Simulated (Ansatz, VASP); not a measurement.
# One calculation of S, two programs

File INCAR:

```
SYSTEM = S
ALGO     = Fast           ! electronic algorithm
EDIFF    = 1E-7           ! SCF threshold, eV
ENCUT    = 520            ! plane-wave cutoff, eV
GGA      = PE             ! functional
ISIF     = 2              ! what is computed and relaxed
ISMEAR   = 0              ! smearing method
IVDW     = 12             ! dispersion correction
LASPH    = .True.         ! aspherical terms in the spheres
LCHARG   = .False.        ! write CHGCAR
LREAL    = .False.        ! projectors in reciprocal space
LWAVE    = .False.        ! write WAVECAR
NBANDS   = 9              ! bands
NELM     = 100            ! most SCF steps
PREC     = Accurate       ! precision mode
SIGMA    = 0.15           ! smearing width, eV
```

KPOINTS

```
k-points
0
Gamma
  20 20 20
  0 0 0
```

POSCAR

```
S
1.0
    0.0000000000      1.9943503440      1.9943503440
    2.0342373509      0.0000000000      1.9943503440
    2.0342373509      1.9943503440      0.0000000000
S
1
Direct
    0.0000000000      0.0000000000      0.0000000000
```

Input for Ansatz:

```yaml
crystal:
  lattice:
    - [0.0, 1.994350344, 1.994350344]
    - [2.0342373509, 0.0, 1.994350344]
    - [2.0342373509, 1.994350344, 0.0]
  atoms:
    - { symbol: S, position: [0.0, 0.0, 0.0] }
basis:
  ecutwfc: 420
kpoints:
  mp_grid: { grid: [20, 20, 20] }
hamiltonian:
  xc: pbe
  dispersion: d3bj
scf:
  occupations: { method: gaussian, width: 0.15 }
output:
  forces: true
  stress: true
  eigenvalues: true
```

Change from the starting cell: strain +0.0200 x Voigt [1, 0, 0, 0, 0, 0], atoms carried along.

Alike in both runs: task single point; functional PBE; dispersion D3(BJ); k mesh 20 × 20 × 20; occupations gaussian, width 0.15 eV; no spin polarisation.

|  | VASP | Ansatz |
| --- | --- | --- |
| version | VASP 6.6.1 | Ansatz 0.2.0 |
| potentials or method | VASP PAW PBE potentials, release 64 (S) | scalar-relativistic, plane waves, PAW |
| plane-wave cutoff (eV) | 520 | 420 |
| valence electrons in the cell | 6 | 6 |

VASP gave:

| Property | Result |
| --- | --- |
| gap on the k mesh at the Fermi level (eV) | none |
| pressure (GPa) | -5.4 |
| largest component of the traceless stress (GPa) | 1.20 |

Question: What did Ansatz give for the same quantities?

Answer: gap on the k mesh at the Fermi level (eV): none; pressure (GPa): -5.2; largest component of the traceless stress (GPa): 1.20.

A gap of «none» marks a metal or a gap that the smearing closes. The functional is the same, so the differences come from potentials, cutoffs and numerics.

Caveats: pairwise dispersion overbinds metals, which lowers pressure and volume.
